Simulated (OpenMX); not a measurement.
Ge in OpenMX: the effect of volume scale

Crystal: Ge.

```
CELL_PARAMETERS angstrom
1.33887 -2.49203 0.00000
1.33887 2.49203 0.00000
0.00000 0.00000 2.58567
ATOMIC_POSITIONS crystal
Ge 0.50000 0.50000 0.00000
```

This isn't the form of Ge at room conditions, which is diamond.

Alike in all runs:

| Quantity | Value |
| --- | --- |
| Program | OpenMX 3.8.5 |
| Task | single point |
| Functional | PBE |
| Potentials or basis | OpenMX 2013 PBE set, Ge7.0-s3p2d2, grid cutoff 300 Ry |
| k mesh | 9 × 9 × 7 |
| Occupations | fermi-dirac, width 0.05 eV |
| Spin | no spin polarisation |

| volume scale | pressure (GPa) |
| --- | --- |
| 0.88 | 12.3 |
| 0.92 | ? |
| 0.96 | 4.0 |
| 1 | 1.0 |
| 1.04 | -1.5 |
| 1.08 | -3.5 |

Question: What does the run with volume scale 0.92 give?

Answer: Pressure 7.6 GPa.

Worked out: A parabola through the other rows of the pressure, of slope -102 GPa per unit of volume scale there, gives 7.9 GPa, against the run's 7.6.

Caveats: the basis of atomic orbitals isn't converged, which shifts pressures, moduli and gaps.
